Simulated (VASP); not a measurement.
A run of VASP 6.6.1:

The input INCAR:

```
  PREC = Accurate
  ENCUT = 520
  EDIFF = 1E-7
  ISMEAR = 0
  SIGMA = 0.02
  LREAL = False
  LASPH = True
  NELM = 80
  ALGO = Normal
  ISIF = 3
  LWAVE = False
  LCHARG = False
  GGA = PE
  IBRION = 2
  NSW = 80
  EDIFFG = -0.002
  KPAR = 4
```

File KPOINTS:

```
Automatic mesh
0
Gamma
  6 6 2
```

The input POSCAR:

```
AlN                                     
1.0
    3.1283790023      0.0000000000      0.0000000000
   -1.5641895011      2.7092556866     -0.0000000000
   -0.0000000000      0.0000000000      5.0163413358
  Al              N             
     2     2
Direct
     0.3333333300000021    0.6666666699999979    0.9992479748049706
     0.6666666699999979    0.3333333300000021    0.4992479748049706
     0.3333333300000021    0.6666666699999979    0.3807520251950320
     0.6666666699999979    0.3333333300000021    0.8807520251950319
```

Potentials or basis: VASP PAW PBE potentials, release 64 (Al, N).

Launch:

```console
$ cat potpaw_PBE.64/Al/POTCAR potpaw_PBE.64/N/POTCAR > POTCAR
$ mpirun -np 4 vasp_std > vasp.out
```

Hardware: 4 MPI ranks on Intel(R) Xeon(R) Platinum 8259CL CPU @ 2.50GHz (Skylake/Cascade Lake), with other jobs on the host.

Estimate the wall time of this run.

Wall time 4.9 s on 4 MPI ranks on Intel(R) Xeon(R) Platinum 8259CL CPU @ 2.50GHz (Skylake/Cascade Lake), with other jobs on the host, peak memory 0.14 GiB a rank. Counts: scf iterations 14, k points 14, ion steps 1.
